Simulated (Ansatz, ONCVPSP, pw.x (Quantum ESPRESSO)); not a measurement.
# Mg: one change to the ONCV potential, in the atom and in the fcc crystal

Mg (Z = 12), optimised norm-conserving Vanderbilt (ONCV), made with ONCVPSP 4.0.1.1 (patched build) (PBE, scalar-relativistic). Core [Ne], reference 3s2. Waves: 3s: rc 2.40 bohr, ncon 4, nbas 9, qcut 2.7 1/bohr, 1 projector; p scattering state at 0.42 Ha: rc 2.25 bohr, ncon 3, nbas 7, qcut 4.3 1/bohr, 2 projectors, debl 2.5 Ha; d scattering state at 0.13 Ha: rc 2.45 bohr, ncon 3, nbas 7, qcut 3.3 1/bohr, 2 projectors, debl 2.2 Ha. Local part: polynomial inside 1.50 bohr (lpopt 2, dvloc0 3 Ha). Core correction: Teter function, fcfact 3.75, rcfact 1.3.

Change: core correction polynomial model core, fcfact 0.25.

Cutoffs, loose and tight: the cutoffs (Ha) at which the residual kinetic energy of the hardest occupied pseudo-wave falls to 1 and 0.1 mHa per electron. They do not see the model core or the augmentation charge, which bear on the density cutoff. Test errors are all-electron minus pseudo excitation energies from the reference, over the configurations 3s1; 3s1.5; 3s1 3p1; 3s0 3p1; variants that change the core or the reference have their own tests.

Crystal test: fcc Mg in pw.x 7.5, no spin, 13³ k-points, Fermi–Dirac smearing 0.01 Ry, cutoffs set for each file from its atomic test. The reference is all-electron LAPW (Ansatz 0.2.0) with the same functional, mesh and smearing; V0 and B0 come from Birch–Murnaghan fits to the pressures at five volumes. Errors are pseudo minus all-electron; Δ is the rms difference of the E(V) curves that follow from these fits, minima aligned, over ±6 % about the mean V0. Mesh and smearing are coarse, so the numbers serve the comparison and aren't converged zero-temperature values; the lattice is a test structure that the element need not adopt.

All-electron: a0 = 4.524 Å (V0 = 23.15 Å³/atom), B0 = 35.0 GPa.

Q: Does the change bring the crystal closer to the all-electron result?

A: The mean pressure error goes from -0.36 to -0.61 GPa, so the change moves the solid further from the all-electron pressures. The B0 error goes the other way, from +2.2 to +0.9 %.

```csv
quantity,base,changed
outcome (atom),generated,generated
"cutoff, loose (atom)",3.2 Ha,3.2 Ha
"cutoff, tight (atom)",13 Ha,13 Ha
bound ghosts (atom),none,none
largest test error (meV) (atom),+9.5 over the solved tests; 1 of 4 tests not solved or not reliable,+23
cutoffs in pw.x (Ry),50/200,50/200
a0 (Å),4.509,4.498
a0 error (%),-0.34,-0.59
B0 error (%),+2.2,+0.9
Δ (meV/atom),1.8,3.1
mean pressure error (GPa),-0.36,-0.61
```

Base: Atomic configuration tests: 1 of 4 tests not solved or not reliable. The cutoffs count occupied waves only; projector 2 of the d channel, the hardest unoccupied one, needs 36 Ha at the loose tolerance. Changed file: This is a poor potential for the solid. The cutoffs count occupied waves only; projector 2 of the d channel, the hardest unoccupied one, needs 36 Ha at the loose tolerance.
